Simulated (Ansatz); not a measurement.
This script makes an all-electron equation of state of BeS, space group F-43m with the Ansatz DFT code, driven from Python.

Script `run_eos_lapw.py`:
```python
'''E(V) of BeS on LAPW.'''

import logging
import sys

import ansatz as az
from ase.eos import EquationOfState
from ase.units import GPa
import numpy as np

logging.basicConfig(stream=sys.stdout, format='%(name)s: %(message)s')
logger = logging.getLogger('bes')
logger.setLevel(logging.INFO)

VECTORS = np.array([
    [0.0, 2.425, 2.425],
    [2.425, 0.0, 2.425],
    [2.425, 2.425, 0.0],
])
SITES = [
    ('Be', (0.0, 0.0, 0.0)),
    ('S', (0.25, 0.25, 0.25)),
]


def on_lattice(cell):
    crystal = az.Crystal(lattice=az.Lattice.of(cell))
    for symbol, position in SITES:
        crystal = crystal.atom(symbol, position)
    return crystal

volumes, energies = [], []
for scale in np.linspace(0.94, 1.06, 5):
    cell = VECTORS * scale ** (1 / 3)
    calculation = (
        on_lattice(cell).calculation()
        .occupations(az.OccupationsMethod.FIXED)
        .functional('PBEsol')
        .scf(tolerance=1e-09)
        .kpoints(8, 8, 8)
        .pseudopotentials('all_electron', lapw=True)
    )
    rep = calculation.run().report
    volumes.append(abs(np.linalg.det(cell)) / len(SITES))
    energies.append(rep['free_energy_ev'] / len(SITES))
    logger.info(f'{scale:.3f} {volumes[-1]:9.4f} A^3/atom {energies[-1]:16.5f} eV/atom  (estimated basis error {1000 * rep["lapw_basis_errors"]["total_ev_per_atom"]:.2f} meV/atom)')
v0, e0, bulk = EquationOfState(volumes, energies, eos='birchmurnaghan').fit()
logger.info(f'V0 = {v0:.4f} A^3/atom, B0 = {bulk / GPa:.1f} GPa')
```

Its results, one of them left out:

| V (Å³/atom) | F less the lowest row shown (meV/atom) |
| --- | --- |
| 13.405 | 12.63 |
| 13.833 | 1.94 |
| 14.261 | 0.00 |
| 14.688 | 5.62 |
| 15.116 | ? |

What is the missing energy at 15.116 Å³ an atom?

A third-order Birch-Murnaghan fit, E = E0 + (9 V0 B0 / 16) [(t - 1)³ B' + (t - 1)² (6 - 4t)] with t = (V0/V)^(2/3), through the 4 rows shown gives V0 = 14.148 Å³, B0 = 97.1 GPa, B' = 3.79 and E0 = -0.27 meV. At V = 15.116 Å³, t = 0.95684, and the fit extrapolates to 17.78 meV. The run gave 17.78 meV, a miss of 0.00 meV.

Reading the output:
- Of the deposited cell: the entry's cell lengths or inner coordinates differ somewhat from later room-temperature determinations.
- The starting cell is as deposited in a crystallographic database; the results hold for this polymorph, which needn't be the stable one.
- Run time: 16 s on 1 thread of Intel(R) Xeon(R) Processor @ 2.30GHz, with other jobs on the host, peak memory 0.39 GiB.
